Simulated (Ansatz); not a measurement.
Si2W in Ansatz: the effect of exact exchange

Si2W:

```
W Si
1.0
    -1.60690    1.60690    3.91495
     1.60690   -1.60690    3.91495
     1.60690    1.60690   -3.91495
W Si
1 2
Direct
  0.00000 0.00000 0.00000
  0.66530 0.66530 0.00000
  0.33470 0.33470 0.00000
```

Alike in all runs:

```yaml
Program: Ansatz 0.2.0
Task: single point
Functional: HSE06 form with a typed share of exact exchange
Potentials_or_basis: Ansatz PAW
Cutoff: "420 eV (not typed: the program's choice for these potentials)"
k_mesh: 6 × 6 × 6
Occupations: fermi-dirac, width 0.05 eV
Spin: no spin polarisation
```

| exact exchange | pressure (GPa) | largest force (eV/Å) |
| --- | --- | --- |
| 0.05 | 2.0 | 0.05 |
| 0.1 | 0.9 | 0.02 |
| 0.15 | -0.2 | 0.01 |
| 0.2 | -1.3 | 0.04 |
| 0.25 | ? | ? |
| 0.3 | -3.5 | 0.10 |
| 0.4 | -5.7 | 0.16 |
| 0.5 | -7.8 | 0.22 |

Question: What does the run with exact exchange 0.25 give?

Answer: Pressure -2.4 GPa; largest force 0.07 eV/Å.

Worked out: A straight line through the other rows of the pressure, of slope -21.8 GPa per unit of exact exchange, gives -2.4 GPa, against the run's -2.4. A parabola through the other rows of the largest force, of slope 0.391 eV/Å per unit of exact exchange there, gives 0.06 eV/Å, against the run's 0.07.

Caveats: all runs use coarse meshes; the PAW data sets come from PBE, with cores solved anew for the run's functional, which leaves a small shift of forces and pressure; the thresholds are loose for stress.
